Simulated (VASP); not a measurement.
Runs of VASP 6.6.1 on La2O3. The structure is trigonal, space group P-3m1 (No. 164). Conventional cell: a = 3.931 Å, b = 3.931 Å, c = 6.112 Å, α = 90.00°, β = 90.00°, γ = 120.00°. La (site symmetry 3m) is surrounded by 4 O at 2.36 to 2.44 Å. O (site symmetry 3m) has 4 La at 2.36 to 2.44 Å as nearest neighbours. Around O (site symmetry -3m) lie 6 La at 2.72 Å. The cell is a database's computed one.

| level | potentials or basis | gap on the mesh (eV) | pressure (GPa) | relaxed volume (Å³/atom) | largest force (eV/Å) |
| --- | --- | --- | --- | --- | --- |
| PBE | VASP PAW PBE potentials, release 64 (La, O) | 3.91 | 0.0 | (c) | 0.01 |
| LDA | VASP PAW LDA potentials, release 64 (La, O) | 3.78 | 0.0 | 15.51 | 0.01 |
| RPBE | VASP PAW PBE potentials, release 64 (La, O) | (a) | 0.1 | 17.04 | - |
| PBE+D3(BJ) | VASP PAW PBE potentials, release 64 (La, O) | (b) | 0.0 | 16.21 | 0.01 |
| PBEsol | VASP PAW PBE potentials, release 64 (La, O) | 3.83 | 0.0 | 15.93 | 0.01 |

Alike in all rows: task relaxation of cell and atoms; no spin polarisation; cell relaxed; k mesh 9 × 9 × 5; cutoff (eV) 600; smearing gaussian 0.03 eV.

Question: Estimate the missing entries.

Answer: (a) 3.95; (b) 3.93; (c) 16.59.

Caveats: spin-orbit coupling is left out, which moves the levels of the heavy elements; an odd mesh through Γ misses points on the zone boundary, where band edges often lie; the PAW data sets were made with another functional, which shifts forces and pressure a little (some runs).

A k mesh can miss the band edges, and the runs leave out spin-orbit coupling on La.

Not every run made on this cell is shown here.
